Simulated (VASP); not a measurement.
# AlNi3 (Pm-3m) in VASP: a series of runs, part 2 of 2

VASP 6.6.1. The steps go on from the part before.

### 3 Single point, PBE, collinear spin, typed start

Contents of INCAR:

```
ALGO = Normal
EDIFF = 1E-7
ENCUT = 520
GGA = PE
ISIF = 2
ISMEAR = 0
ISPIN = 2
LASPH = True
LCHARG = False
LMAXMIX = 4
LORBIT = 11
LREAL = False
LWAVE = False
MAGMOM = 0 0.5 0.5 0.5
NBANDS = 28
NELM = 150
PREC = Accurate
SIGMA = 0.05
```

Contents of KPOINTS:

```
k-points
0
Gamma
  16 16 16
```

Contents of POSCAR:

```
AlNi3
1.0
    3.5680000000      0.0000000000      0.0000000000
    0.0000000000      3.5680000000      0.0000000000
    0.0000000000      0.0000000000      3.5680000000
Al Ni
1 3
Direct
    0.0000000000      0.0000000000      0.0000000000
    0.0000000000      0.5000000000      0.5000000000
    0.5000000000      0.0000000000      0.5000000000
    0.5000000000      0.5000000000      0.0000000000
```

Potentials or basis: VASP PAW PBE potentials, release 64 (Al, Ni).

Started as:

```
> cat potpaw_PBE.64/Al/POTCAR potpaw_PBE.64/Ni/POTCAR > POTCAR
> mpirun -np 1 vasp_std > vasp.out
```

OUTCAR:

```text
EDIFF = 1E-7
   ENCUT = 520
   GGA = PE
   ISIF = 2
   ISMEAR = 0
   ISPIN = 2
   LASPH = True
   LORBIT = 11
   LREAL = False
   NELM = 150
   PREC = Accurate

 ion  position               nearest neighbor table
   1  0.000  0.000  0.000-   2 2.52   3 2.52   4 2.52   2 2.52   3 2.52   2 2.52   4 2.52   2 2.52
                             3 2.52   4 2.52   3 2.52   4 2.52
   2  0.000  0.500  0.500-   1 2.52   3 2.52   4 2.52   1 2.52   4 2.52   1 2.52   3 2.52   1 2.52
                             3 2.52   4 2.52   4 2.52   3 2.52
   3  0.500  0.000  0.500-   1 2.52   2 2.52   4 2.52   1 2.52   4 2.52   2 2.52   4 2.52   4 2.52
                             1 2.52   2 2.52   1 2.52   2 2.52
   4  0.500  0.500  0.000-   1 2.52   2 2.52   3 2.52   2 2.52   3 2.52   1 2.52   3 2.52   3 2.52
                             1 2.52   2 2.52   2 2.52   1 2.52

  LATTYP: Found a simple cubic cell.
 ALAT       =     3.5680000000

  Lattice vectors:

 A1 = (   3.5680000000,   0.0000000000,   0.0000000000)
 A2 = (   0.0000000000,   3.5680000000,   0.0000000000)
 A3 = (   0.0000000000,   0.0000000000,   3.5680000000)

Analysis of symmetry for initial positions (statically):
=====================================================================
 Subroutine PRICEL returns:
 Original cell was already a primitive cell.

 Routine SETGRP: Setting up the symmetry group for a
 simple cubic supercell.

 Subroutine GETGRP returns: Found 48 space group operations
 (whereof 48 operations were pure point group operations)
 out of a pool of 48 trial point group operations.

The static configuration has the point symmetry O_h .

Analysis of symmetry for dynamics (positions and initial velocities):
=====================================================================
 Subroutine PRICEL returns:
 Original cell was already a primitive cell.

 Routine SETGRP: Setting up the symmetry group for a
 simple cubic supercell.

 Subroutine GETGRP returns: Found 48 space group operations
 (whereof 48 operations were pure point group operations)
 out of a pool of 48 trial point group operations.

The dynamic configuration has the point symmetry O_h .

Analysis of structural, dynamic, and magnetic symmetry:
=====================================================================
 Subroutine PRICEL returns:
 Original cell was already a primitive cell.

 Routine SETGRP: Setting up the symmetry group for a
 simple cubic supercell.

 Subroutine GETGRP returns: Found 48 space group operations
 (whereof 48 operations were pure point group operations)
 out of a pool of 48 trial point group operations.

The overall configuration has the point symmetry O_h .

 Subroutine INISYM returns: Found 48 space group operations
 (whereof 48 operations are pure point group operations),
 and found     1 'primitive' translations

----------------------------------------------------------------------------------------

                                     Primitive cell

  volume of cell :      45.4229

  direct lattice vectors                    reciprocal lattice vectors
[... 82 lines left out ...]
   PREC   = accura    normal or accurate (medium, high low for compatibility)
   ISTART =      0    job   : 0-new  1-cont  2-samecut
   ICHARG =      2    charge: 1-file 2-atom 10-const
   ISPIN  =      2    spin polarized calculation?
   LNONCOLLINEAR =      F non collinear calculations
   LSORBIT =      F    spin-orbit coupling
   LASPH  =      T    aspherical Exc in radial PAW
   ENCUT  =  520.0 eV  38.22 Ry    6.18 a.u.   6.63  6.63  6.63*2*pi/ulx,y,z
   NELM   =    150;   NELMIN=  2; NELMDL= -5     # of ELM steps
   EDIFF  = 0.1E-06   stopping-criterion for ELM
   LREAL  =      F    real-space projection
   EDIFFG = 0.1E-05   stopping-criterion for IOM
   NSW    =      0    number of steps for IOM
   IBRION =     -1    ionic relax: 0-MD 1-quasi-New 2-CG
   NFREE  =      0    steps in history (QN), initial steepest desc. (CG)
   ISIF   =      2    stress and relaxation
   ISYM   =      2    0-nonsym 1-usesym 2-fastsym
   POTIM  = 0.5000    time-step for ionic-motion
   TEBEG  =    0.0;   TEEND  =   0.0 temperature during run
   PSTRESS=    0.0 pullay stress
   NELECT =      33.0000    total number of electrons
   NUPDOWN=      -1.0000    fix difference up-down
   EMIN   =  10.00;   EMAX   =-10.00  energy-range for DOS
   EFERMI =   0.00;   METHOD = LEGACY
   ISMEAR =     0;   SIGMA  =   0.05  broadening in eV -4-tet -1-fermi 0-gaus
   EFERMI_NEDOS =   21; number of points for ismear=-14 and -15
   IALGO  =     38    algorithm
   IMIX   =      4    mixing-type and parameters
     AMIX     =   0.40;   BMIX     =  1.00
     AMIX_MAG =   1.60;   BMIX_MAG =  1.00
  volume/ion in A,a.u.               =      11.36        76.63
  Fermi-wavevector in a.u.,A,eV,Ry     =   1.471707  2.781123 29.469143  2.165921
  Thomas-Fermi vector in A             =   2.586810
   LORBIT       =     11    0 simple, 1 ext, 2 COOP (PROOUT), +10 PAW based schemes
   GGA     = PE    functional components
   LHFCALC =     F    Hartree Fock is set to
   AEXX    =    0.0000 exact exchange contribution
   IVDW    =     0    specifies the selected vdW correction
   LEPSILON=     F    determine dielectric tensor
   LRPA    =     F    only Hartree local field effects (RPA)
 spin polarized calculation
 Gauss-broadening in eV      SIGMA  =   0.05
  energy-cutoff  :      520.00
  volume of cell :       45.42
 maximum number of plane-waves:      1245
 NGX is ok and might be reduce to    28
   NGX = 13   NGY = 13   NGZ = 13

 number of electron      33.0000022 magnetization       0.7343468

 Free energy of the ion-electron system (eV)
  ---------------------------------------------------
  ext. energy  EPLUGINS =         0.00000000
  ---------------------------------------------------
  free energy    TOTEN  =       -21.89898594 eV

  energy without entropy =      -21.89486156  energy(sigma->0) =      -21.89692375

 E-fermi :   9.4223     XC(G=0): -12.6495

 val. band max:        9.4218431420   @ k =   0.3125   0.2500   0.0625
 cond. band min:       9.4254588393   @ k =   0.0000   0.0000   0.0000
 fundamental gap:      0.0036156973
 Fermi energy:         9.4222519288

 spin component 1

 k-point     1 :       0.0000    0.0000    0.0000
  band No.  band energies     occupation
      1      -0.4924      1.00000
      2       5.1526      1.00000
      3       5.8107      1.00000
      4       5.8107      1.00000
      5       6.1489      1.00000
      6       6.1489      1.00000
[... 733 lines left out ...]
     27      24.3287      0.00000
     28      24.9564      0.00000

 [... further k-points ...]

 spin component 2

 k-point     1 :       0.0000    0.0000    0.0000
  band No.  band energies     occupation
      1      -0.5234      1.00000
      2       5.2333      1.00000
      3       5.9667      1.00000
      4       5.9667      1.00000
      5       6.4465      1.00000
      6       6.4465      1.00000
[... 733 lines left out ...]
     27      24.3276      0.00000
     28      24.9896      0.00000

 [... further k-points ...]
[... 5 lines left out ...]
  --------------------------------------------------------------------------------------
  -------------------------------------------------------------------------------------
  Total       -0.0468726     -0.0468726     -0.0468726     -0.0000000      0.0000000      0.0000000
  in kB       -1.6533125     -1.6533125     -1.6533125     -0.0000000      0.0000000      0.0000000
  external PRESSURE =      -1.6533125 kB  Pullay stress =       0.0000000 kB

 VOLUME and BASIS-vectors are now :
 -----------------------------------------------------------------------------
  energy-cutoff  :      520.00
  volume of cell :       45.42
      direct lattice vectors                 reciprocal lattice vectors
     3.568000000  0.000000000  0.000000000     0.280269058  0.000000000  0.000000000
     0.000000000  3.568000000  0.000000000     0.000000000  0.280269058  0.000000000
     0.000000000  0.000000000  3.568000000     0.000000000  0.000000000  0.280269058

 POSITION                                       TOTAL-FORCE (eV/Angst)
 -----------------------------------------------------------------------------------
      0.00000      0.00000      0.00000         0.000000      0.000000      0.000000
      0.00000      1.78400      1.78400         0.000000      0.000000      0.000000
      1.78400      0.00000      1.78400         0.000000      0.000000      0.000000
      1.78400      1.78400      0.00000         0.000000      0.000000      0.000000
 -----------------------------------------------------------------------------------
    total drift:                                0.000000      0.000000      0.000000

  FREE ENERGIE OF THE ION-ELECTRON SYSTEM (eV)
  ---------------------------------------------------
  free  energy   TOTEN  =       -21.8989859431 eV

  energy  without entropy=      -21.8948615629  energy(sigma->0) =      -21.89692375

 total charge

# of ion       s       p       d       tot
------------------------------------------
    1        0.408   0.389   0.000   0.797
    2        0.490   0.511   8.376   9.378
    3        0.490   0.511   8.376   9.378
    4        0.490   0.511   8.376   9.378
--------------------------------------------------
tot          1.879   1.923  25.129  28.931

 magnetization (x)

# of ion       s       p       d       tot
------------------------------------------
    1       -0.001  -0.008   0.000  -0.009
    2       -0.003  -0.010   0.275   0.263
    3       -0.003  -0.010   0.275   0.263
    4       -0.003  -0.010   0.275   0.263
--------------------------------------------------
tot         -0.010  -0.038   0.826   0.779
```

Run time: 7 min. Hardware: 1 thread of Intel Xeon Platinum 8488C (Sapphire Rapids), shared host; peak memory 0.38 GiB.

Results:

| Item | Value |
| --- | --- |
| Free energy | -21.8990 eV |
| Pressure | -0.2 GPa |
| Band gap on the k mesh | none (metal or under the smearing width) |
| Net moment | 0.73 μB per cell |
| Site moments | Al -0.01; Ni +0.26 μB |
| Valence electrons inside the program's atomic spheres | Al 0.80; Ni 9.38 |

Levels at points of the mesh, in eV from the Fermi level:
Spin up:
```tsv
k point	band 14	band 15	band 16	band 17	band 18	band 19	band 20	band 21
(0.00, 0.00, 0.00)	-0.11	-0.11	-0.11	0.86	0.86	0.86	6.50	6.50
(0.50, 0.00, 0.00)	-1.16	-1.05	-0.52	-0.11	5.44	5.44	5.55	5.55
(0.50, 0.50, 0.00)	-1.19	-1.00	-0.97	-0.58	0.80	0.80	8.07	8.12
(0.50, 0.50, 0.50)	-1.07	-1.07	-0.28	-0.28	-0.28	-0.15	3.31	3.96
```
Spin down:
| k point | band 14 | band 15 | band 16 | band 17 | band 18 | band 19 |
| --- | --- | --- | --- | --- | --- | --- |
| (0.00, 0.00, 0.00) | 0.34 | 0.34 | 0.34 | 0.83 | 0.83 | 0.83 |
| (0.50, 0.00, 0.00) | -0.91 | -0.81 | -0.33 | 0.34 | 5.50 | 5.50 |
| (0.50, 0.50, 0.00) | -1.07 | -0.78 | -0.57 | -0.44 | 1.10 | 1.10 |
| (0.50, 0.50, 0.50) | -0.88 | -0.88 | -0.18 | 0.11 | 0.11 | 0.11 |
